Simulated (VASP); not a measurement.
**GaSb in VASP 6.6.1, single-point calculation**

INCAR

```
IBRION = -1
LASPH = .TRUE.
NBANDS = 16
NELM = 58
EDIFF = 1E-7
NSW = 0
GGA = PE
PREC = Normal
SIGMA = 0.02
LREAL = .FALSE.
ISIF = 2
ENCUT = 520
LCHARG = .FALSE.
LWAVE = .FALSE.
ISMEAR = -1
```

KPOINTS

```
KPOINTS created by Atomic Simulation Environment
0
Gamma
8 8 8
0 0 0
```

POSCAR

```
Ga Sb
 1.0000000000000000
    -0.0000000000000000    3.0658848221435004    3.0658848221435004
     3.0658848221435004    0.0000000000000000    3.0658848221435004
     3.0658848221435004    3.0658848221435004    0.0000000000000000
 Ga  Sb
   1   1
Cartesian
  0.0000000000000000 -0.0000000000000000  0.0000000000000000
  1.5329424110717502  1.5329424110717502  1.5329424110717502
```

The recommended PBE PAW datasets give the neutral cell 18 valence electrons.

Command

```
mpirun -np 1 vasp_std
```

OSZICAR

```
N       E                     dE             d eps       ncg     rms          rms(c)
DAV:   1     0.838074842557E+02    0.83807E+02   -0.85459E+03   936   0.137E+03
DAV:   2    -0.772561145336E+00   -0.84580E+02   -0.81808E+02  1112   0.302E+02
DAV:   3    -0.728271532750E+01   -0.65102E+01   -0.64968E+01  1096   0.654E+01
DAV:   4    -0.740248239039E+01   -0.11977E+00   -0.11975E+00  1192   0.101E+01
DAV:   5    -0.740517816972E+01   -0.26958E-02   -0.26957E-02  1200   0.132E+00    0.315E+00
DAV:   6    -0.736251334929E+01    0.42665E-01   -0.62568E-02  1328   0.389E+00    0.189E+00
DAV:   7    -0.734979639061E+01    0.12717E-01   -0.37521E-02  1072   0.155E+00    0.349E-01
DAV:   8    -0.735078357494E+01   -0.98718E-03   -0.42876E-03  1216   0.738E-01    0.831E-02
DAV:   9    -0.735127194298E+01   -0.48837E-03   -0.66853E-04  1088   0.197E-01    0.328E-02
DAV:  10    -0.735130215545E+01   -0.30212E-04   -0.36369E-05  1232   0.380E-02    0.892E-03
DAV:  11    -0.735132338384E+01   -0.21228E-04   -0.29728E-05  1040   0.364E-02    0.631E-03
DAV:  12    -0.735132408834E+01   -0.70450E-06   -0.13423E-06  1232   0.891E-03    0.830E-04
DAV:  13    -0.735132402321E+01    0.65135E-07   -0.53844E-08   832   0.196E-03
   1 F= -.73513240E+01 E0= -.73512370E+01  d E =-.174095E-03
```

From OUTCAR

```
k-points           NKPTS =     29   k-points in BZ     NKDIM =     29   number of bands    NBANDS=     16

   NELECT =      18.0000    total number of electrons

   dimension x,y,z NGX =    24 NGY =   24 NGZ =   24
   dimension x,y,z NGXF=    48 NGYF=   48 NGZF=   48

  energy-cutoff  :      520.00
  volume of cell :       57.64
      direct lattice vectors                 reciprocal lattice vectors
     0.000000000  3.065884822  3.065884822    -0.163085057  0.163085057  0.163085057
     3.065884822  0.000000000  3.065884822     0.163085057 -0.163085057  0.163085057
     3.065884822  3.065884822  0.000000000     0.163085057  0.163085057 -0.163085057

 k-points in reciprocal lattice and weights: KPOINTS created by Atomic Simulation Env
   0.00000000  0.00000000  0.00000000       0.002
   0.12500000  0.00000000  0.00000000       0.016
   0.25000000  0.00000000  0.00000000       0.016
   0.37500000  0.00000000  0.00000000       0.016
   0.50000000  0.00000000  0.00000000       0.008
   0.12500000  0.12500000  0.00000000       0.012
   0.25000000  0.12500000  0.00000000       0.047
   0.37500000  0.12500000  0.00000000       0.047
   ...

 E-fermi :   4.8219

 k-point     1 :       0.0000    0.0000    0.0000
  band No.  band energies     occupation
      1     -10.2192      2.00000
      2     -10.2192      2.00000
      3     -10.2192      2.00000
      4     -10.1705      2.00000
      5     -10.1705      2.00000
      6      -6.6271      2.00000
      7       4.7908      1.65050
      8       4.8025      1.44994
      9       4.8025      1.44994
     10       4.8025      1.44968
     11       7.5799      0.00000
     12       7.5799      0.00000
     13       7.5799      0.00000
     14      10.6027      0.00000
     15      13.3812      0.00000
     16      13.3812      0.00000

 k-point     2 :       0.1250    0.0000    0.0000
  band No.  band energies     occupation
      1     -10.2232      2.00000
      2     -10.2174      2.00000
      3     -10.2174      2.00000
      4     -10.1707      2.00000
      5     -10.1707      2.00000
      6      -6.4685      2.00000
      7       2.7890      2.00000
      8       4.5521      2.00000
      9       4.5521      2.00000
     10       5.8090      0.00000
     11       7.9227      0.00000
     12       7.9227      0.00000
     13       8.2151      0.00000
     14      11.4249      0.00000
     15      12.5944      0.00000
     16      12.5944      0.00000

 k-point     3 :       0.2500    0.0000    0.0000
  band No.  band energies     occupation
      1     -10.2328      2.00000
      2     -10.2134      2.00000
      3     -10.2134      2.00000
      4     -10.1709      2.00000
      5     -10.1709      2.00000
      6      -6.0172      2.00000
      7       0.7877      2.00000
      8       4.1077      2.00000
      9       4.1077      2.00000
     10       5.5929      0.00000
     11       8.4369      0.00000
     12       8.4369      0.00000
     13       9.9730      0.00000
     14      11.9970      0.00000
     15      12.3800      0.00000
     16      12.3801      0.00000

 ...

  Total        0.7388858      0.7388858      0.7388858      0.0000000      0.0000000      0.0000000
  in kB       20.5395255     20.5395255     20.5395255      0.0000000      0.0000000      0.0000000
  external PRESSURE =      20.5395255 kB  Pullay stress =       0.0000000 kB

 POSITION                                       TOTAL-FORCE (eV/Angst)
 -----------------------------------------------------------------------------------
      0.00000      0.00000      0.00000         0.000000      0.000000      0.000000
      1.53294      1.53294      1.53294        -0.000000     -0.000000     -0.000000
 -----------------------------------------------------------------------------------
    total drift:                                0.000005      0.000005      0.000005

  FREE ENERGIE OF THE ION-ELECTRON SYSTEM (eV)
  ---------------------------------------------------
  free  energy   TOTEN  =        -7.3513240232 eV

  energy  without entropy=       -7.3511499283  energy(sigma->0) =       -7.35123698
```

It converged. Results: gap between bands v and c on the k mesh 0.00 eV; least direct gap on the k mesh 0.00 eV; pressure 2.1 GPa. Band v is the last that the valence electrons fill when counted band by band, and c is the next.

For comparison, a separate PBE run of the intended cell, on usual settings and not on those above, gives a gap of 0.00 eV on its mesh and a pressure of 2.1 GPa.

The run above took about 10 s on one core of a shared host (Intel Xeon Platinum 8488C) and held 0.16 GiB at most.
